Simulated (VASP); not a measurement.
# TiS2 (P-3m1) in VASP: single point with PBE

Aim: the single point of TiS2 with PBE.

Everything below comes from runs of VASP 6.6.1. Logs are shortened: lines on timing, memory, paths and dates and some standing lists are left out, and cuts for length are marked.

**1. The crystal as given**

The structure is trigonal, space group P-3m1 (No. 164). The conventional cell has a = 3.413 Å, b = 3.413 Å, c = 6.475 Å, α = 90.00°, β = 90.00°, γ = 120.00°. Ti (site symmetry -3m) is surrounded by 6 S at 2.43 Å. Around S (site symmetry 3m) lie 3 Ti at 2.43 Å.

**2. Single point, PBE**

Contents of INCAR:

```
ALGO = Normal ; EDIFF = 1E-6
ENCUT = 450 ; GGA = PE
ICORELEVEL = 1 ; ISIF = 2
ISMEAR = 1 ; LASPH = T
LCHARG = F ; LREAL = Auto
LWAVE = F ; NELM = 80
PREC = Normal ; SIGMA = 0.1
```

Contents of KPOINTS:

```
k-points
0
Gamma
  4 5 5
```

Contents of POSCAR:

```
TiS2
1.0
    0.0000000000      0.0000000000      6.4747470000
    6.8262520000      0.0000000000      0.0000000000
   -3.4131260000      5.9117080000      0.0000000000
Ti S
4 8
Direct
    0.0000000000      0.0000000000      0.0000000000
    0.0000000000      0.0000000000      0.5000000000
    0.0000000000      0.5000000000      0.0000000000
    0.0000000000      0.5000000000      0.5000000000
    0.2193800000      0.1666665000      0.3333335000
    0.2193800000      0.1666665000      0.8333335000
    0.2193800000      0.6666665000      0.3333335000
    0.2193800000      0.6666665000      0.8333335000
    0.7806200000      0.3333335000      0.1666665000
    0.7806200000      0.3333335000      0.6666665000
    0.7806200000      0.8333335000      0.1666665000
    0.7806200000      0.8333335000      0.6666665000
```

Potentials or basis: VASP PAW PBE potentials, release 64 (Ti_sv, S).

Launch:

```bash
cat potpaw_PBE.64/Ti_sv/POTCAR potpaw_PBE.64/S/POTCAR > POTCAR
mpirun -np 1 vasp_std > vasp.out
```

OUTCAR:

```text
EDIFF = 1E-6
   ENCUT = 450
   GGA = PE
   ISIF = 2
   ISMEAR = 1
   LASPH = T
   LREAL = Auto
   NELM = 80
   PREC = Normal

 ion  position               nearest neighbor table
   1  0.000  0.000  0.000-   6 2.43  11 2.43   9 2.43   8 2.43   5 2.43  12 2.43
   2  0.000  0.000  0.500-   5 2.43  12 2.43  10 2.43   7 2.43  11 2.43   6 2.43
   3  0.000  0.500  0.000-   8 2.43   9 2.43   6 2.43  11 2.43  10 2.43   7 2.43
   4  0.000  0.500  0.500-   7 2.43  10 2.43   5 2.43  12 2.43   8 2.43   9 2.43
   5  0.219  0.167  0.333-   2 2.43   4 2.43   1 2.43
   6  0.219  0.167  0.833-   1 2.43   3 2.43   2 2.43
   7  0.219  0.667  0.333-   4 2.43   2 2.43   3 2.43
   8  0.219  0.667  0.833-   3 2.43   1 2.43   4 2.43
   9  0.781  0.333  0.167-   3 2.43   1 2.43   4 2.43
  10  0.781  0.333  0.667-   4 2.43   2 2.43   3 2.43
  11  0.781  0.833  0.167-   1 2.43   3 2.43   2 2.43
  12  0.781  0.833  0.667-   2 2.43   4 2.43   1 2.43
[... 7 lines left out ...]
 A1 = (   6.8262520000,   0.0000000000,   0.0000000000)
 A2 = (  -3.4131260000,   5.9117080000,   0.0000000000)
 A3 = (   0.0000000000,   0.0000000000,   6.4747470000)

Analysis of symmetry for initial positions (statically):
=====================================================================
 Subroutine PRICEL returns following result:

  LATTYP: Found a hexagonal cell.
 ALAT       =     3.4131260000
 C/A-ratio  =     1.8970137639

  Lattice vectors:

 A1 = (   3.4131260000,   0.0000000000,   0.0000000000)
 A2 = (  -1.7065630000,   2.9558540000,   0.0000000000)
 A3 = (   0.0000000000,   0.0000000000,   6.4747470000)

   4 primitive cells build up your supercell.

 Routine SETGRP: Setting up the symmetry group for a
 hexagonal supercell.

 Subroutine GETGRP returns: Found 12 space group operations
 (whereof 12 operations were pure point group operations)
 out of a pool of 24 trial point group operations.

The static configuration has the point symmetry D_3d.

Analysis of symmetry for dynamics (positions and initial velocities):
=====================================================================
 Subroutine PRICEL returns following result:

  LATTYP: Found a hexagonal cell.
 ALAT       =     3.4131260000
 C/A-ratio  =     1.8970137639

  Lattice vectors:

 A1 = (   3.4131260000,   0.0000000000,   0.0000000000)
 A2 = (  -1.7065630000,   2.9558540000,   0.0000000000)
[... 128 lines left out ...]
  Thomas-Fermi vector in A             =   2.308962
   LORBIT       =      0    0 simple, 1 ext, 2 COOP (PROOUT), +10 PAW based schemes
   GGA     = PE    functional components
   LHFCALC =     F    Hartree Fock is set to
   AEXX    =    0.0000 exact exchange contribution
   IVDW    =     0    specifies the selected vdW correction
   LEPSILON=     F    determine dielectric tensor
   LRPA    =     F    only Hartree local field effects (RPA)
 non-spin polarized calculation
 Methfessel and Paxton  Order N= 1 SIGMA  =   0.10
  energy-cutoff  :      450.00
  volume of cell :      261.29
 maximum number of plane-waves:      5717
   NGX = 23   NGY = 23   NGZ = 23

 number of electron      96.0000009 magnetization

 Free energy of the ion-electron system (eV)
  ---------------------------------------------------
  ext. energy  EPLUGINS =         0.00000000
  ---------------------------------------------------
  free energy    TOTEN  =       -79.84982644 eV

  energy without entropy =      -79.84760810  energy(sigma->0) =      -79.84908699

 the core state eigenenergies are
   1-  1s  -4859.7291  2s   -528.4782  2p   -435.7571
   2-  1s  -4859.7291  2s   -528.4782  2p   -435.7571
   3-  1s  -4859.7291  2s   -528.4782  2p   -435.7571
   4-  1s  -4859.7291  2s   -528.4782  2p   -435.7571
   5-  1s  -2394.8929  2s   -201.0153  2p   -145.7836
   6-  1s  -2394.8929  2s   -201.0153  2p   -145.7836
   7-  1s  -2394.8929  2s   -201.0153  2p   -145.7836
   8-  1s  -2394.8929  2s   -201.0153  2p   -145.7836
   9-  1s  -2394.8929  2s   -201.0153  2p   -145.7836
  10-  1s  -2394.8929  2s   -201.0153  2p   -145.7836
  11-  1s  -2394.8929  2s   -201.0153  2p   -145.7836
  12-  1s  -2394.8929  2s   -201.0153  2p   -145.7836

 E-fermi :   4.0904     XC(G=0):  -9.2530

 val. band max:        4.0799243071   @ k =   0.2500   0.0000   0.0000
 cond. band min:       4.0955301104   @ k =   0.0000   0.0000   0.0000
 fundamental gap:      0.0156058034
 Fermi energy:         4.0904209349

 k-point     1 :       0.0000    0.0000    0.0000
  band No.  band energies     occupation
      1     -53.6464      2.00000
      2     -53.6350      2.00000
      3     -53.6350      2.00000
      4     -53.6350      2.00000
      5     -29.9484      2.00000
      6     -29.9484      2.00000
[... 1009 lines left out ...]
     56       5.5362     -0.00000
     57       5.6737     -0.00000

------------------------ aborting loop because EDIFF is reached ----------------------------------------

  FORCE on cell =-STRESS in cart. coord.  units (eV):
  Direction    XX          YY          ZZ          XY          YZ          ZX
  --------------------------------------------------------------------------------------
  -------------------------------------------------------------------------------------
  Total       -0.1406745     -0.1406745     -0.1680690      0.0000000     -0.0000000      0.0000000
  in kB       -0.8625969     -0.8625970     -1.0305761      0.0000000     -0.0000000      0.0000000
  external PRESSURE =      -0.9185900 kB  Pullay stress =       0.0000000 kB

 VOLUME and BASIS-vectors are now :
 -----------------------------------------------------------------------------
  energy-cutoff  :      450.00
  volume of cell :      261.29
      direct lattice vectors                 reciprocal lattice vectors
     0.000000000  0.000000000  6.474747000     0.000000000  0.000000000  0.154446189
     6.826252000  0.000000000  0.000000000     0.146493273  0.084577926  0.000000000
    -3.413126000  5.911708000  0.000000000     0.000000000  0.169155851  0.000000000

 POSITION                                       TOTAL-FORCE (eV/Angst)
 -----------------------------------------------------------------------------------
      0.00000      0.00000      0.00000        -0.000000     -0.000000     -0.000000
     -1.70656      2.95585      0.00000        -0.000000     -0.000000     -0.000000
      3.41313      0.00000      0.00000        -0.000000     -0.000000     -0.000000
      1.70656      2.95585      0.00000        -0.000000     -0.000000     -0.000000
     -0.00000      1.97057      1.42043        -0.000000      0.000000     -0.009814
     -1.70656      4.92642      1.42043        -0.000000      0.000000     -0.009814
      3.41312      1.97057      1.42043        -0.000000      0.000000     -0.009814
      1.70656      4.92642      1.42043        -0.000000      0.000000     -0.009814
      1.70656      0.98528      5.05432         0.000000      0.000000      0.009814
      0.00000      3.94114      5.05432         0.000000     -0.000000      0.009814
      5.11969      0.98528      5.05432         0.000000     -0.000000      0.009814
      3.41313      3.94114      5.05432         0.000000     -0.000000      0.009814
 -----------------------------------------------------------------------------------
    total drift:                                0.000000     -0.000000     -0.000000

  FREE ENERGIE OF THE ION-ELECTRON SYSTEM (eV)
  ---------------------------------------------------
  free  energy   TOTEN  =       -79.8498264377 eV

  energy  without entropy=      -79.8476081016  energy(sigma->0) =      -79.84908699
```

OSZICAR:

```text
N       E                     dE             d eps       ncg     rms          rms(c)
DAV:   1     0.108244802632E+04    0.10824E+04   -0.41637E+04  1946   0.153E+03
DAV:   2     0.892039397347E+02   -0.99324E+03   -0.96323E+03  2025   0.458E+02
DAV:   3    -0.790390033094E+02   -0.16824E+03   -0.16196E+03  2934   0.166E+02
DAV:   4    -0.942786813506E+02   -0.15240E+02   -0.15175E+02  2868   0.474E+01
DAV:   5    -0.953891000918E+02   -0.11104E+01   -0.11099E+01  2900   0.109E+01    0.289E+01
DAV:   6    -0.835146205946E+02    0.11874E+02   -0.13117E+02  2577   0.596E+01    0.224E+01
DAV:   7    -0.808045110391E+02    0.27101E+01   -0.55481E+01  2496   0.360E+01    0.105E+01
DAV:   8    -0.799426889668E+02    0.86182E+00   -0.92791E+00  2591   0.155E+01    0.517E+00
DAV:   9    -0.799033110977E+02    0.39378E-01   -0.57146E-01  2763   0.353E+00    0.269E+00
DAV:  10    -0.798712227118E+02    0.32088E-01   -0.86114E-01  2622   0.434E+00    0.136E+00
DAV:  11    -0.798506275153E+02    0.20595E-01   -0.17493E-01  2695   0.211E+00    0.423E-01
DAV:  12    -0.798498132808E+02    0.81423E-03   -0.11445E-02  2632   0.551E-01    0.224E-01
DAV:  13    -0.798498130897E+02    0.19119E-06   -0.14115E-03  2392   0.196E-01    0.452E-02
DAV:  14    -0.798498347859E+02   -0.21696E-04   -0.81107E-05  2851   0.436E-02    0.429E-02
DAV:  15    -0.798498350548E+02   -0.26891E-06   -0.23363E-05  2282   0.181E-02    0.295E-02
DAV:  16    -0.798498263352E+02    0.87196E-05   -0.63121E-05  2644   0.385E-02    0.877E-03
DAV:  17    -0.798498264377E+02   -0.10251E-06   -0.28094E-06  1764   0.747E-03
   1 F= -.79849826E+02 E0= -.79849087E+02  d E =-.221834E-02
```

Wall time 2 min (1 thread of Intel Xeon Platinum 8488C (Sapphire Rapids), shared host); peak memory 0.28 GiB.

Results:

```
Free energy            : -79.8498 eV
Pressure               : -0.1 GPa
Largest force          : 0.010 eV/Å
Band gap on the k mesh : none (metal or under the smearing width)
```

Forces on the atoms (eV/Å):
```
Ti   0.000  0.000  0.000
Ti   0.000  0.000  0.000
Ti   0.000  0.000  0.000
Ti   0.000  0.000  0.000
S    0.000  0.000 -0.010
S    0.000  0.000 -0.010
S    0.000  0.000 -0.010
S    0.000  0.000 -0.010
S    0.000  0.000  0.010
S    0.000  0.000  0.010
S    0.000  0.000  0.010
S    0.000  0.000  0.010
```

Core levels (eV, on the scale of the bands):
```
atom                            levels
1 Ti  1s -4859.7, 2s -528.5, 2p -435.8
2 Ti  1s -4859.7, 2s -528.5, 2p -435.8
3 Ti  1s -4859.7, 2s -528.5, 2p -435.8
4 Ti  1s -4859.7, 2s -528.5, 2p -435.8
 5 S  1s -2394.9, 2s -201.0, 2p -145.8
 6 S  1s -2394.9, 2s -201.0, 2p -145.8
```

Caveat: this functional lacks dispersion, which binds the layers, so the pressure and a relaxed spacing across them are unreliable.
